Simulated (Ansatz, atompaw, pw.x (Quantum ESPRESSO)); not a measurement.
**Si (fcc): variants of one PAW (atompaw) potential in the solid**

silicon (Si), PAW, made with atompaw 4.2.0.5 (PBEsol, scalar-relativistic). Core [Ne], reference 3s1.5 3p2.5. Waves: 3s (bound): rc 2.50 bohr; 3s channel at -0.35 Ry: rc 2.50 bohr; 3p (bound): rc 2.50 bohr; 3p channel at 3.8 Ry: rc 2.50 bohr; 3d channel at 0.4 Ry: rc 2.25 bohr. Local part: bessel scheme, radius 2.05 bohr. Core correction: smooth core density matched at 1.95 bohr. Augmentation charge: sinc compensation charge, radius 2.40 bohr; PAW radius 2.50 bohr; waves and projectors: custom polynom vanderbiltortho.

Crystal test: fcc Si in pw.x 7.5, no spin, 15³ k-points, Fermi–Dirac smearing 0.01 Ry, cutoffs set for each file from its atomic test. The reference is all-electron LAPW (Ansatz 0.2.0) with the same functional, mesh and smearing; V0 and B0 come from Birch–Murnaghan fits to the pressures at five volumes. Errors are pseudo minus all-electron; Δ is the rms difference of the E(V) curves that follow from these fits, minima aligned, over ±6 % about the mean V0. Mesh and smearing are coarse, so the numbers serve the comparison and aren't converged zero-temperature values; the lattice is a test structure that the element need not adopt.

All-electron: a0 = 3.832 Å (V0 = 14.07 Å³/atom), B0 = 91.1 GPa.

Base: This is a poor potential for the solid.

1 further variants are left out: they gave no file fit for a test, a broken result, the same result as the base, or pressures whose basis-set error rivals the error shown.

```csv
change,cutoffs (Ry),pw.x,a0 (Å),a0 error (%),B0 error (%),Δ (meV/atom),mean pressure error (GPa)
base,40/400,converged,3.858,+0.67,-1.2,5.7,+1.94
"local potential ultrasoft scheme with l = 3 at 0 Ry, radius 2.05 bohr",40/400,converged,3.858,+0.69,-1.2,5.8,+1.99
"local potential bessel scheme, radius 1.42 bohr",40/400,converged,3.861,+0.75,-1.3,6.3,+2.17
wave 3s channel at -0.35 Ry: rc 2.50 bohr becomes 3s channel at 1.97 Ry: rc 2.50 bohr,40/400,converged,3.857,+0.66,-1.2,5.6,+1.91
```

**Question.** Give the row for: wave 3s channel at -0.35 Ry: rc 2.50 bohr becomes 3s channel at -0.35 Ry: rc 1.94 bohr.

**Answer.** pw.x: converged; mean pressure error (GPa): +2.00; a0 (Å): 3.858; a0 error (%): +0.69; B0 error (%): -1.1; Δ (meV/atom): 5.8.
